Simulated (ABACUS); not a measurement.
Crystal: C.

```
C
1.0
     0.00000    1.78337    1.78337
     1.78337    0.00000    1.78337
     1.78337    1.78337    0.00000
C
2
Direct
  0.75000 0.75000 0.75000
  0.50000 0.50000 0.50000
```

This isn't the form of C at room conditions, which is graphite.

Base run:

```yaml
Program: ABACUS 3.10.1
Functional: MS2
Potentials_or_basis: SG15 ONCV 1.2 PBE
Cutoff: 1293 eV
Density_cutoff: 5170 eV
Basis: plane waves
k_mesh: 8 × 8 × 8
Occupations: fermi-dirac, width 0.05 eV
Spin: no spin polarisation
```

Its results: band gap on the k mesh 5.30 eV, indirect (least direct gap 7.31 eV); pressure 115.4 GPa.

Q: The run is repeated on the same cell with these changes: functional from MS2 to rPW86PBE; cutoff from 1293 eV to 1116 eV; density cutoff from 5170 eV to 4463 eV; k mesh from 8 × 8 × 8 to 10 × 10 × 10. What comes out?

A: Band gap on the k mesh 4.46 eV, indirect (least direct gap 5.70 eV); pressure 7.4 GPa.

Several settings changed at once, so the effect can't be laid on one alone.

Caveats: the potentials were made for another functional, which shifts forces and pressure; a pressure of tens of GPa on the cell as given is suspect, and the run, the potentials or the cell itself is likely at fault (some runs).

A k mesh can miss the band edges.
